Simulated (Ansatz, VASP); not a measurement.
SiC (Moissanite 3C): VASP beside Ansatz

INCAR

```
SYSTEM = SiC
PREC = Accurate ; ENCUT = 600
EDIFF = 1E-6 ; ISMEAR = 0
SIGMA = 0.01 ; LREAL = .False.
LASPH = .True. ; NELM = 60
ALGO = Normal ; ISIF = 3
LWAVE = .False. ; LCHARG = .False.
IBRION = 2 ; NSW = 80
EDIFFG = -0.01
```

KPOINTS

```
regular mesh
0
Gamma
  8 8 8
  0 0 0
```

File POSCAR:

```
SiC
1.0
    0.0000000000      2.1790000000      2.1790000000
    2.1790000000      0.0000000000      2.1790000000
    2.1790000000      2.1790000000      0.0000000000
Si C
1 1
Direct
    0.0000000000      0.0000000000      0.0000000000
    0.2500000000      0.2500000000      0.2500000000
```

Input for Ansatz:

```yaml
crystal:
  lattice:
    - [0.0, 2.179, 2.179]
    - [2.179, 0.0, 2.179]
    - [2.179, 2.179, 0.0]
  atoms:
    - { symbol: Si, position: [0.0, 0.0, 0.0] }
    - { symbol: C, position: [0.25, 0.25, 0.25] }
basis:
  ecutwfc: 489.804952427784
  xc_grid: 2
kpoints:
  mp_grid:
    grid: [8, 8, 8]
    shift: [0.0, 0.0, 0.0]
hamiltonian:
  xc: lda
  dispersion: none
scf:
  convergence:
    dr2_threshold: 1.0e-05
  occupations:
    method: fixed
relax:
  cell: {}
```

Alike in both runs: task relaxation of cell and atoms; functional LDA; k mesh 8 × 8 × 8; no spin polarisation.

|  | VASP | Ansatz |
| --- | --- | --- |
| version | VASP 6.6.1 | Ansatz 0.2.0 |
| potentials or method | VASP PAW LDA potentials, release 64 (Si, C) | plane waves, PAW |
| plane-wave cutoff (eV) | 600 | 490 |
| occupations | gaussian, width 0.01 eV | fixed |
| valence electrons in the cell | 8 | 8 |

```tsv
	VASP	Ansatz	Ansatz less VASP
relaxed volume (Å³/atom)	10.15	10.14	-0.011
relaxed cell length with the largest relative difference (Å)	3.062	3.061	-0.0011
energy change over the relaxation (meV/atom)	-3	-3	-0.3
```

Ansatz warned: «force_scf_threshold_loose».

A k mesh can miss the band edges. LDA usually gives volumes a few per cent too small. Zero-point motion and thermal expansion aren't in these numbers.
